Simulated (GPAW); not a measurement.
TaS2:

```
Ta S
1.0
     3.35000    0.00000    0.00000
    -1.67500    2.90119    0.00000
     0.00000    0.00000    5.86000
Ta S
1 2
Cartesian
  0.0000 0.0000 0.0000
  1.6750 0.9671 4.3950
  0.0000 1.9341 1.4650
```

```yaml
Program: GPAW 26.7.0
Task: single point
Functional: PBE
Potentials_or_basis: GPAW PAW data sets (gpaw-data 1.2.1)
Cutoff: 600 eV
Basis: pw
k_mesh: 9 × 9 × 5
Occupations: fermi-dirac, width 0.05 eV
Spin: no spin polarisation
```

On this cell: pressure 9.5 GPa; largest force 1.282 eV/Å; band gap on the k mesh none (metal or under the smearing width).

The same run follows on a disturbed copy (atoms moved at random, drawn with an rms of 0.05 Å):

```
CELL_PARAMETERS angstrom
3.35000 0.00000 0.00000
-1.67500 2.90119 0.00000
0.00000 0.00000 5.86000
ATOMIC_POSITIONS crystal
Ta 0.00412 0.00031 0.00212
S 0.66602 0.33219 0.74854
S 0.32466 0.66450 0.24582
```

Q: What changes?

A: The energy (extrapolated to zero smearing) moves by +12.9 meV/atom; pressure 10.4 GPa; largest force 1.849 eV/Å; band gap on the k mesh none (metal or under the smearing width).

Forces in eV/Å, atoms in the order of the input:
```
Ta  -0.314 -0.056 -0.766
S    0.017  0.017 -1.059
S    0.296  0.039  1.825
```

Stress tensor (GPa, compression positive):
```
 8.57 -0.66  1.08
-0.66  8.74  0.08
 1.08  0.08 13.78
```

Caveats: this functional lacks dispersion, which binds the layers, so the pressure and a relaxed spacing across them are unreliable (some runs); forces of over 1 eV/Å show positions far from the minimum, so gaps and moduli don't describe the material at rest (some runs).
